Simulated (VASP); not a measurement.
A run of VASP 6.6.1 is set up as follows.

Contents of INCAR:

```
SYSTEM = CdSe
  PREC = Accurate
  ENCUT = 600
  EDIFF = 1E-7
  ISMEAR = 0
  SIGMA = 0.1
  LREAL = .FALSE.
  LASPH = .TRUE.
  NELM = 80
  ALGO = Normal
  ISIF = 3
  LWAVE = .FALSE.
  LCHARG = .FALSE.
  GGA = PS
  IBRION = 2
  NSW = 90
  EDIFFG = -0.005
```

KPOINTS

```
Automatic mesh
0
G
  4 4 4
  0 0 0
```

POSCAR

```
CdSe
1.0
    0.0000000000      2.8739580000      2.8739580000
    2.8739580000      0.0000000000      2.8739580000
    2.8739580000      2.8739580000      0.0000000000
Cd Se
1 1
Direct
    0.0000000000      0.0000000000      0.0000000000
    0.5000000000      0.5000000000      0.5000000000
```

Potentials or basis: VASP PAW PBE potentials, release 64 (Cd, Se).

Run with:

```bash
$ cat potpaw_PBE.64/Cd/POTCAR potpaw_PBE.64/Se/POTCAR > POTCAR
$ mpirun -np 1 vasp_std > vasp.out
```

(1) What does it give for the band gap on the k mesh?

(2) Estimate the relaxed volume.

(3) Estimate the space group after relaxing (to 0.05 Å).

Answers

(1) none (metal or under the smearing width).

(2) 22.53 Å³/atom.

(3) Fm-3m (No. 225).

Caveat: the k mesh is coarse (spacing up to 0.47 Å⁻¹), so the values aren't converged; the PAW data sets were made with another functional, which shifts forces and pressure a little.
